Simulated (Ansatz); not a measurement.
Relaxed bulk CaF2:

```xyz
3
Lattice="0.0000 2.7104 2.7104 2.7104 0.0000 2.7104 2.7104 2.7104 0.0000" Properties=species:S:1:pos:R:3 pbc="T T T"
Ca    0.0000    0.0000    0.0000
F     1.3552    1.3552    1.3552
F     4.0656    4.0656    4.0656
```

Miller indices refer to the conventional cell of Fm-3m (No. 225), a = 5.421 Å, b = 5.421 Å, c = 5.421 Å, α = 90.00°, β = 90.00°, γ = 90.00°. The bulk's gap is 7.25 eV.

The (110) slab of 6 planes, 9.6 Å thick with 15 Å of vacuum as cut; outer planes CaF2 (top) and CaF2 (bottom).

The calculation used DFT PBEsol, scalar-relativistic, plane waves, PAW (Ansatz 0.2.0). Cutoff 420 eV; k points 7×5×1 on the computed 18-atom cell (Γ-centred); Gaussian smearing, width 0.05 eV; no spin polarisation. The cell repeats along c with a dipole correction in the vacuum.

With the atoms at the bulk's places:

```json
{
  "Surface energy (mean of both faces)": "0.78 J/m²",
  "Gap of the slab on the mesh": "5.13 eV",
  "Bulk valence band top under the vacuum level": "6.42 eV",
  "Bulk conduction band bottom under the vacuum level": "-0.83 eV"
}
```

(1) What changes when all atoms relax within this surface cell and its symmetry?

The gap is read on a mesh, which can miss the band edges, so it can be too wide.

## Answers

(1) The energy falls by 0.134 J/m² a face, and the largest move is 0.17 Å.

```
Surface energy (mean of both faces)                : 0.65 J/m²
Gap of the slab on the mesh                        : 5.86 eV
Bulk valence band top under the vacuum level       : 7.56 eV
Bulk conduction band bottom under the vacuum level : 0.32 eV
```

```tsv
plane (bottom to top)	atoms	spacing to next, bulk (Å)	relaxed (Å)	change (%)	rumpling (Å)
1	CaF2	1.917	1.849	-3.5	0.180
2	CaF2	1.917	1.937	+1.1	0.117
3	CaF2	1.917	1.905	-0.6	0.062
4	CaF2	1.917	1.937	+1.1	0.062
5	CaF2	1.917	1.849	-3.5	0.117
6	CaF2				0.180
```